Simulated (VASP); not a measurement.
C:

```
C
1.0
     0.00000    3.56674    3.56674
     3.56674    0.00000    3.56674
     3.56674    3.56674    0.00000
C
16
Direct
  0.00000 0.00000 0.00000
  0.00000 0.00000 0.50000
  0.00000 0.50000 0.00000
  0.00000 0.50000 0.50000
  0.50000 0.00000 0.00000
  0.50000 0.00000 0.50000
  0.50000 0.50000 0.00000
  0.50000 0.50000 0.50000
  0.12500 0.12500 0.12500
  0.12500 0.12500 0.62500
  0.12500 0.62500 0.12500
  0.12500 0.62500 0.62500
  0.62500 0.12500 0.12500
  0.62500 0.12500 0.62500
  0.62500 0.62500 0.12500
  0.62500 0.62500 0.62500
```

This isn't the form of C at room conditions, which is graphite.

- Program: VASP 6.6.1
- Task: phonon dispersion
- Functional: LDA
- Potentials or basis: VASP PAW LDA potentials, release 64 (C)
- Cutoff: 520 eV
- k mesh: 4 × 4 × 4
- Occupations: gaussian, width 0.03 eV
- Spin: no spin polarisation
- Long-range dipole term: no
- Supercell matrix: [2, 0, 0, 0, 2, 0, 0, 0, 2]
- Further INCAR settings: LREAL = Auto; ALGO = Fast; EDIFF = 1e-07; IBRION = 6; POTIM = 0.015; NSW = 1

Is this structure dynamically stable at this level, and how far does the spectrum reach?

Yes, as far as this q mesh shows: no mode on the path is imaginary. The highest frequency is 1324 cm⁻¹.

Phonon frequencies at the corners of the path (cm⁻¹, interpolated; i marks imaginary ones):
| point | frequencies |
| --- | --- |
| Γ | 0 0 0 1297 1297 1297 |
| X | 796 796 1066 1066 1199 1199 |
| W | 868 868 1081 1081 1143 1143 |
| K | 737 953 1036 1101 1108 1210 |
| L | 567 567 1047 1202 1202 1253 |
| U | 737 953 1036 1101 1108 1210 |

A q mesh this small can miss soft modes between its points.

Caveat: the k mesh is coarse (spacing up to 0.38 Å⁻¹), so the values aren't converged.
